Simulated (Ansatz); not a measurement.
Clean, relaxed (110) surface of TiAl, space group P4/mmm (No. 123) (top face towards +c; atoms held fixed, by place in the list: 1, 2, 3, 4):

```yaml
crystal:
  lattice:
    - [3.95295, 0.00000, 0.00000]
    - [0.00000, 4.03874, 0.00000]
    - [0.00000, 0.00000, 22.92943]
  atoms:
    - { symbol: Ti, position: [0.50000, 0.00000, 0.37070] }
    - { symbol: Al, position: [0.00000, 0.50000, 0.37070] }
    - { symbol: Ti, position: [0.00000, 0.00000, 0.45690] }
    - { symbol: Al, position: [0.50000, 0.50000, 0.45690] }
    - { symbol: Ti, position: [0.50000, 0.00000, 0.54242] }
    - { symbol: Al, position: [0.00000, 0.50000, 0.54417] }
    - { symbol: Ti, position: [0.00000, 0.00000, 0.62574] }
    - { symbol: Al, position: [0.50000, 0.50000, 0.62844] }
```

Method: Ansatz, DFT PBEsol, scalar-relativistic, plane waves, PAW. Plane waves to 420 eV, a k mesh through Γ of 7×7×1 on the computed 8-atom cell and Gaussian smearing (0.10 eV); no spin polarisation. The cell repeats along c with a dipole correction in the vacuum.

E_ads counts from the clean slab and the free adsorbate (spin-polarised where it has unpaired electrons); negative means bound. With the adsorbate the cell is lengthened along c to keep the vacuum.

Question: Au (atom) is put at the bridge (Ti-Al) at (0.25, 0.75) site, one adsorbate per 16.0 Å². What structure does it relax to?

Answer: E_ads = -4.37 eV. Contacts: Au–Al 2.59 Å, Au–Ti 2.65 Å.

```
CELL_PARAMETERS angstrom
3.95295 0.00000 0.00000
0.00000 4.03874 0.00000
0.00000 0.00000 24.92943
ATOMIC_POSITIONS crystal
Ti 0.50000 0.00000 0.34096
Al 0.00000 0.50000 0.34096
Ti 0.00000 0.00000 0.42025
Al 0.50000 0.50000 0.42025
Ti 0.49975 0.00008 0.50029
Al 0.99983 0.50013 0.50000
Ti 0.99998 0.00023 0.57774
Al 0.49992 0.50019 0.57903
Au 0.99962 0.50037 0.64633
```

Each end is the local minimum or symmetric point that its start leads to. The slab is only 5.9 Å thick, so the energies aren't converged with thickness.

The adsorbed runs have no spin polarisation, so weakly bound open-shell ends lie too high.